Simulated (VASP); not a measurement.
VASP 6.6.1 run: TePb

INCAR

```
LWAVE = .FALSE.
ISMEAR = -1
IBRION = -1
ENCUT = 520
NELM = 120
LREAL = .FALSE.
SIGMA = 0.02
ISIF = 2
GGA = PE
LASPH = .TRUE.
LCHARG = .FALSE.
PREC = Normal
NBANDS = 17
NSW = 0
EDIFF = 1E-7
```

KPOINTS

```
KPOINTS created by Atomic Simulation Environment
0
Gamma
8 8 8
0 0 0
```

POSCAR

```
Pb Te
 1.0000000000000000
     0.0000000000000000    3.1698017433999999    3.2787336025000000
     3.1698017433999999    0.0000000000000000    3.2787336025000000
     3.1698017433999999    3.1698017433999999    0.0000000000000000
 Pb  Te
   1   1
Cartesian
  0.0000000000000000  0.0000000000000000  0.0000000000000000
  3.1698017433999999  3.1698017433999999  3.2787336024999996
```

The recommended PBE PAW datasets give the neutral cell 20 valence electrons.

Command

```
mpirun -np 1 vasp_std
```

OSZICAR

```
N       E                     dE             d eps       ncg     rms          rms(c)
DAV:   1     0.152250954518E+03    0.15225E+03   -0.92361E+03  2022   0.115E+03
DAV:   2     0.281475437776E+01   -0.14944E+03   -0.14490E+03  2102   0.294E+02
DAV:   3    -0.729291102776E+01   -0.10108E+02   -0.10055E+02  2672   0.838E+01
DAV:   4    -0.755826450425E+01   -0.26535E+00   -0.26521E+00  2568   0.150E+01
DAV:   5    -0.756737516701E+01   -0.91107E-02   -0.91104E-02  2935   0.248E+00    0.357E+00
DAV:   6    -0.745605449388E+01    0.11132E+00   -0.23938E-01  2958   0.353E+00    0.220E+00
DAV:   7    -0.745254413759E+01    0.35104E-02   -0.80713E-02  2538   0.141E+00    0.928E-01
DAV:   8    -0.745417115204E+01   -0.16270E-02   -0.94513E-03  2525   0.984E-01    0.157E-01
DAV:   9    -0.745409631153E+01    0.74841E-04   -0.10494E-03  3090   0.368E-01    0.692E-02
DAV:  10    -0.745412976321E+01   -0.33452E-04   -0.13702E-04  2403   0.912E-02    0.179E-02
DAV:  11    -0.745413569565E+01   -0.59324E-05   -0.40756E-05  2747   0.556E-02    0.192E-02
DAV:  12    -0.745413521693E+01    0.47872E-06   -0.26798E-06  2263   0.878E-03    0.134E-02
DAV:  13    -0.745413432999E+01    0.88695E-06   -0.10981E-06  2598   0.758E-03    0.427E-03
DAV:  14    -0.745413446577E+01   -0.13578E-06   -0.49662E-07  2548   0.558E-03    0.158E-03
DAV:  15    -0.745413450997E+01   -0.44197E-07   -0.48416E-08  1259   0.138E-03
   1 F= -.74541345E+01 E0= -.74541345E+01  d E =-.187376E-08
```

From OUTCAR

```
k-points           NKPTS =     59   k-points in BZ     NKDIM =     59   number of bands    NBANDS=     17

   NELECT =      20.0000    total number of electrons

   dimension x,y,z NGX =    28 NGY =   28 NGZ =   28
   dimension x,y,z NGXF=    56 NGYF=   56 NGZF=   56

  energy-cutoff  :      520.00
  volume of cell :       65.89
      direct lattice vectors                 reciprocal lattice vectors
     0.000000000  3.169801743  3.278733603    -0.157738572  0.157738572  0.152497903
     3.169801743  0.000000000  3.278733603     0.157738572 -0.157738572  0.152497903
     3.169801743  3.169801743  0.000000000     0.157738572  0.157738572 -0.152497903

 k-points in reciprocal lattice and weights: KPOINTS created by Atomic Simulation Env
   0.00000000  0.00000000  0.00000000       0.002
   0.12500000  0.00000000  0.00000000       0.016
   0.25000000  0.00000000  0.00000000       0.016
   0.37500000  0.00000000  0.00000000       0.016
   0.50000000  0.00000000  0.00000000       0.008
   0.12500000  0.12500000  0.00000000       0.004
   0.25000000  0.12500000  0.00000000       0.016
   0.37500000  0.12500000  0.00000000       0.016
   ...

 E-fermi :   6.2843

 k-point     1 :       0.0000    0.0000    0.0000
  band No.  band energies     occupation
      1     -10.8373      2.00000
      2     -10.8226      2.00000
      3     -10.8208      2.00000
      4     -10.8208      2.00000
      5     -10.8121      2.00000
      6      -6.2897      2.00000
      7       0.4105      2.00000
      8       4.3846      2.00000
      9       4.3846      2.00000
     10       4.7128      2.00000
     11       9.5325      0.00000
     12      10.3049      0.00000
     13      10.3049      0.00000
     14      11.5448      0.00000
     15      11.7479      0.00000
     16      11.7479      0.00000
     17      13.2112      0.00000

 k-point     2 :       0.1250    0.0000    0.0000
  band No.  band energies     occupation
      1     -10.8387      2.00000
      2     -10.8255      2.00000
      3     -10.8202      2.00000
      4     -10.8184      2.00000
      5     -10.8100      2.00000
      6      -6.1512      2.00000
      7      -0.0692      2.00000
      8       4.4438      2.00000
      9       4.5695      2.00000
     10       4.8276      2.00000
     11       8.9054      0.00000
     12       9.5474      0.00000
     13       9.6485      0.00000
     14      11.5163      0.00000
     15      11.9319      0.00000
     16      12.0313      0.00000
     17      14.0768      0.00000

 k-point     3 :       0.2500    0.0000    0.0000
  band No.  band energies     occupation
      1     -10.8429      2.00000
      2     -10.8328      2.00000
      3     -10.8187      2.00000
      4     -10.8120      2.00000
      5     -10.8036      2.00000
      6      -5.7517      2.00000
      7      -1.1194      2.00000
      8       4.6197      2.00000
      9       4.7100      2.00000
     10       5.2573      2.00000
     11       7.8584      0.00000
     12       8.3958      0.00000
     13       8.5302      0.00000
     14      11.8503      0.00000
     15      12.7777      0.00000
     16      12.8021      0.00000
     17      15.8667      0.00000

 ...

  Total        2.0147213      2.0147213      0.2296930      0.0000000      0.0000000     -0.0000000
  in kB       48.9920078     48.9920078      5.5854473      0.0000000      0.0000000     -0.0000000
  external PRESSURE =      34.5231543 kB  Pullay stress =       0.0000000 kB

 POSITION                                       TOTAL-FORCE (eV/Angst)
 -----------------------------------------------------------------------------------
      0.00000      0.00000      0.00000         0.000000     -0.000000     -0.000000
      3.16980      3.16980      3.27873        -0.000000      0.000000      0.000000
 -----------------------------------------------------------------------------------
    total drift:                               -0.000000      0.000000      0.000000

  FREE ENERGIE OF THE ION-ELECTRON SYSTEM (eV)
  ---------------------------------------------------
  free  energy   TOTEN  =        -7.4541345100 eV

  energy  without entropy=       -7.4541345081  energy(sigma->0) =       -7.45413451
```

It converged. Results: gap between bands v and c on the k mesh 0.62 eV; least direct gap on the k mesh 0.62 eV; pressure 3.5 GPa. Band v is the last that the valence electrons fill when counted band by band, and c is the next.

For comparison, a separate PBE run of the intended cell, on usual settings and not on those above, gives a gap of 0.62 eV on its mesh and a pressure of 3.5 GPa.

The run above took about 51 s on one core of a shared host (Intel Xeon Platinum 8488C) and held 0.2 GiB at most.
